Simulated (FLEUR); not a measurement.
# CuO (P-1) in FLEUR: notebook

Runs on CuO. Level: PBEsol+U. Tasks: single point.

All numbers are computed with FLEUR MaX-R8.1 (later development tree); they aren't measurements. Logs are shortened: lines on timing, memory, paths and dates and some standing lists are left out, and cuts for length are marked.

**1. Starting point**

The typed cell holds 4 atoms: a = 2.880 Å, b = 2.880 Å, c = 5.176 Å, α = 89.81°, β = 89.81°, γ = 89.22°.

The cell comes from a database or a generator and needn't be the stable form of this composition.

**2. Single point, PBEsol+U**

inp.xml reads:

```xml
<?xml version="1.0" encoding="UTF-8" standalone="no"?>
<fleurInput fleurInputVersion="0.39">
   <comment>
      CuO                                                                                                 
   </comment>
   <calculationSetup>
      <cutoffs Kmax="5.16" Gmax="16.0" GmaxXC="16.0" numbands="0"/>
      <scfLoop itmax="100" minDistance="0.0002" maxIterBroyd="50" imix="Anderson" alpha="0.05" precondParam="0.0" spinf="2.0" sdNocoIR="T"/>
      <coreElectrons ctail="T" frcor="F" kcrel="0" coretail_lmax="0"/>
      <xcFunctional name="PBEs" relativisticCorrections="F"/>
      <magnetism jspins="1"/>
      <soc l_soc="F" theta="0.0" phi="0.0" spav="F"/>
      <expertModes spex="0" secvar="F"/>
      <geometryOptimization l_f="F" forcealpha="1.0" forcemix="BFGS" epsdisp="0.00001" epsforce="0.00001"/>
      <ldaU l_linMix="F" mixParam="0.05" spinf="1.0"/>
   </calculationSetup>
   <cell>
      <bzIntegration valenceElectrons="50.0" mode="hist" fermiSmearingEnergy="0.00183747">
         <kPointListSelection listName="default-1"/>
         <!-- k-points included here -->
         <xi:include xmlns:xi="http://www.w3.org/2001/XInclude" href="kpts.xml"> </xi:include>
      </bzIntegration>
      <!-- symmetry operations included here -->
      <xi:include xmlns:xi="http://www.w3.org/2001/XInclude" href="sym.xml"> </xi:include>
      <bulkLattice scale="1.0">
         <bravaisMatrix>
            <row-1>    5.4414681972927115     0.0000000000000000     0.0000000000000000</row-1>
            <row-2>    0.0738368115527736     5.4410496526248124     0.0000000000000000</row-2>
            <row-3>    0.0330614885510789     0.0325881395578954     9.7818634148972290</row-3>
         </bravaisMatrix>
      </bulkLattice>
   </cell>
   <atomSpecies>
      <species name="Copper (Cu)" element="Cu" atomicNumber="29">
         <mtSphere radius="1.9" gridPoints="635" logIncrement="0.019"/>
         <atomicCutoffs lmax="8" lnonsphr="8"/>
         <electronConfig flipSpins="F">
            <coreConfig>(1s1/2) (2s1/2) (2p1/2) (2p3/2)</coreConfig>
            <valenceConfig>(3s1/2) (3p1/2) (3p3/2) (4s1/2) (3d3/2) (3d5/2)</valenceConfig>
            <stateOccupation state="(4s1/2)" spinUp="0.500000" spinDown="0.500000"/>
         </electronConfig>
         <energyParameters s="4" p="4" d="3" f="4"/>
         <ldaU l="2" U="5" J="0.0" l_amf="F"/>
         <lo type="SCLO" l="0" n="3" eDeriv="0"/>
         <lo type="SCLO" l="1" n="3" eDeriv="0"/>
         <lo type="SCLO" l="1" n="3" eDeriv="1"/>
         <lo type="SCLO" l="3" n="4" eDeriv="2"/>
      </species>
      <species name="Oxygen (O)" element="O" atomicNumber="8">
         <mtSphere radius="1.45" gridPoints="487" logIncrement="0.022"/>
         <atomicCutoffs lmax="8" lnonsphr="8"/>
         <electronConfig flipSpins="F">
            <coreConfig>(1s1/2)</coreConfig>
            <valenceConfig>(2s1/2) (2p1/2) (2p3/2)</valenceConfig>
            <stateOccupation state="(2p1/2)" spinUp="0.666667" spinDown="0.666667"/>
            <stateOccupation state="(2p3/2)" spinUp="1.333333" spinDown="1.333333"/>
         </electronConfig>
         <energyParameters s="2" p="2" d="3" f="4"/>
         <lo type="SCLO" l="0" n="2" eDeriv="2"/>
         <lo type="SCLO" l="1" n="2" eDeriv="2"/>
         <lo type="SCLO" l="2" n="3" eDeriv="2"/>
      </species>
   </atomSpecies>
   <atomGroups>
      <atomGroup species="Copper (Cu)">
         <relPos label="                   1">.0000000000 1.000/2.000 .0000000000</relPos>
         <force calculate="T" relaxXYZ="TTT"/>
      </atomGroup>
      <atomGroup species="Copper (Cu)">
         <relPos label="                   2">1.000/2.000 .0000000000 1.000/2.000</relPos>
         <force calculate="T" relaxXYZ="TTT"/>
      </atomGroup>
      <atomGroup species="Oxygen (O)">
         <relPos label="                   3">-.0015760300 .0016717800 -.2501129000</relPos>
         <relPos label="                   4">.0015760300 -.0016717800 .2501129000</relPos>
         <force calculate="T" relaxXYZ="TTT"/>
      </atomGroup>
   </atomGroups>
   <output dos="F" band="F" slice="F">
      <checks vchk="F" cdinf="F"/>
      <bandDOS minEnergy="-.5*Htr" maxEnergy="0.5*Htr" sigma="0.015" storeEVData="T"/>
      <vacuumDOS vacdos="F" integ="F" star="F" nstars="0" locx1="0.0" locy1="0.0" locx2="0.0" locy2="0.0" nstm="0" tworkf="0.0"/>
      <unfoldingBand unfoldBand="F" supercellX="1" supercellY="1" supercellZ="1"/>
      <plotting iplot="0" polar="F">
         <plot TwoD="T" vec1="  1.0  0.0  0.0" vec2="  0.0  1.0  0.0" vec3="  0.0  0.0  1.0" zero="  0.0  0.0  0.0" file="plot"/>
      </plotting>
      <chargeDensitySlicing numkpt="0" minEigenval="0.0" maxEigenval="0.0" nnne="0" pallst="F"/>
      <specialOutput eonly="F"/>
      <moessbauerParams electricFieldGradient="T" isomerShift="T" coreHyperfine="T" valenceHyperfine="T"/>
      <magneticCircularDichroism mcd="F" energyLo="-10.0" energyUp="0.0"/>
   </output>
  <!-- We include the file relax.xml here to enable relaxations (see documentation) -->
  <xi:include xmlns:xi="http://www.w3.org/2001/XInclude" href="relax.xml"> <xi:fallback/> </xi:include>
</fleurInput>
```

crystal.txt reads:

```
CuO
&input cartesian=F /
2.8795009639  0.0000000000  0.0000000000
0.0390727580  2.8792794796  0.0000000000
0.0174953863  0.0172449008  5.1763391994
1.8897261246
1.0 1.0 1.0

4
29 0.0000000000  0.5000000000  0.0000000000
29 0.5000000000  0.0000000000  0.5000000000
8 0.9984239700  0.0016717800  0.7498871000
8 0.0015760300  0.9983282200  0.2501129000

&kpt div1=7 div2=7 div3=4 gamma=T /
```

Potentials or basis: all-electron, FLAPW.

Launch:

```
> inpgen -f crystal.txt -profile fastHighL
> # inp.xml edited to the form shown
> fleur_MPI
```

Standard output:

```text
Welcome to FLEUR        (www.flapw.de)
      MaX-Release 8.1          (www.max-centre.eu)

 ========== k-point set info ==========
 Selected k-point list: default-1
 k-point list type: mesh
 7 x 7 x 4
 Number of k points: 99

 ------------Calculation Setup---------------------------
 Number of MPI-tasks      :            1
 Number of PE/node        :            1
 Number of OMP-threads    :            1
 Most efficient MPI parallelization for:
           1           3           9          11          33          99
 Additional eigenvalue parallelization possible
 Number of basis functions:          804
 Approximate size of matrices (H+S) per k-point:         0.010 GB
 --------------------------------------------------------
 no density matrix found ... skipping LDA+U
 Reset of history
 Iteration:     1   Distance:      49.07065910 me/bohr^3
 Iteration:     2   Distance:      33.48686383 me/bohr^3
 Iteration:     3   Distance:      27.27641327 me/bohr^3
 Iteration:     4   Distance:      16.42079854 me/bohr^3
 Iteration:     5   Distance:      15.39165881 me/bohr^3
 Iteration:     6   Distance:      10.64125949 me/bohr^3
 Iteration:     7   Distance:       7.67924260 me/bohr^3
 Iteration:     8   Distance:       6.59762877 me/bohr^3
 Iteration:     9   Distance:       3.37914916 me/bohr^3
 Iteration:    10   Distance:       3.11833070 me/bohr^3
 Iteration:    11   Distance:       0.66865619 me/bohr^3
 Iteration:    12   Distance:       0.31563213 me/bohr^3
 Iteration:    13   Distance:       0.22158693 me/bohr^3
 Iteration:    14   Distance:       0.08574239 me/bohr^3
 Iteration:    15   Distance:       0.03925043 me/bohr^3
 Iteration:    16   Distance:       0.03498994 me/bohr^3
 Iteration:    17   Distance:       0.00314617 me/bohr^3
 Iteration:    18   Distance:       0.00411232 me/bohr^3
 Iteration:    19   Distance:       0.00009463 me/bohr^3

 ********************************************************************
 Run finished successfully
 Stop message:
   all done
 ********************************************************************
```

Run time: 8 min. Hardware: 1 thread of Arm Neoverse V1, shared host; peak memory 0.17 GiB.

Results:

```yaml
Free_energy: -94074.2440 eV
Band_gap_on_the_k_mesh: none (metal or under the smearing width)
Valence_electrons_inside_the_program's_atomic_spheres: Cu 17.14; O 4.61 (radii Cu 1.9, O 1.45 bohr)
```

Eigenvalues of the final occupation matrices:
```
       site  spin  trace               eigenvalues
atom type 1     1   8.77  1.46 1.77 1.84 1.84 1.86
atom type 2     1   8.77  1.46 1.77 1.84 1.84 1.86
```

Core levels (eV from the Fermi level):
```
atom                                                    levels
1 Cu  1s1/2 -8837.6, 2s1/2 -1058.1, 2p1/2 -926.8, 2p3/2 -906.4
2 Cu  1s1/2 -8837.6, 2s1/2 -1058.1, 2p1/2 -926.8, 2p3/2 -906.4
 3 O                                              1s1/2 -504.9
 4 O                                              1s1/2 -504.9
```

Caveat: the run has no spin polarisation, though such a crystal can be magnetic; U without spin polarisation on a metal has little footing.

**3. Single point, PBEsol+U**

Edit inp.xml of step 2 so:

```diff
@@ -42,3 +42,3 @@
          <energyParameters s="4" p="4" d="3" f="4"/>
-         <ldaU l="2" U="5" J="0.0" l_amf="F"/>
+         <ldaU l="2" U="6" J="0.0" l_amf="F"/>
          <lo type="SCLO" l="0" n="3" eDeriv="0"/>
```

crystal.txt is that of step 2.

Potentials or basis: all-electron, FLAPW.

Launch:

```
> inpgen -f crystal.txt -profile fastHighL
> # inp.xml edited to the form shown
> fleur_MPI
```

Wall time 9.2 min (1 thread of Arm Neoverse V1, shared host); peak memory 0.18 GiB.

The run converged. Its results:

* Free energy: -94073.2256 eV
* Band gap on the k mesh: none (metal or under the smearing width)
* Valence electrons inside the program's atomic spheres: Cu 17.15; O 4.61 (radii Cu 1.9, O 1.45 bohr)

Levels at points of the mesh, in eV from the Fermi level:
```csv
k point,band 22,band 23,band 24,band 25,band 26,band 27,band 28,band 29
"(0.00, 0.00, 0.00)",-3.27,-2.92,-2.57,0.68,0.71,1.48,6.34,7.49
"(0.00, 0.00, 0.50)",-3.18,-2.03,-2.03,0.17,0.18,3.62,3.62,11.79
```

Eigenvalues of the final occupation matrices:
| site | spin | trace | eigenvalues |
| --- | --- | --- | --- |
| atom type 1 | 1 | 8.79 | 1.46 1.78 1.84 1.84 1.86 |
| atom type 2 | 1 | 8.79 | 1.46 1.78 1.84 1.84 1.87 |

Core levels (eV from the Fermi level):
```csv
atom,levels
1 Cu,"1s1/2 -8837.3, 2s1/2 -1057.8, 2p1/2 -926.5, 2p3/2 -906.1"
2 Cu,"1s1/2 -8837.3, 2s1/2 -1057.8, 2p1/2 -926.6, 2p3/2 -906.1"
3 O,1s1/2 -504.8
4 O,1s1/2 -504.8
```

Caveat: the run has no spin polarisation, though such a crystal can be magnetic; U without spin polarisation on a metal has little footing.
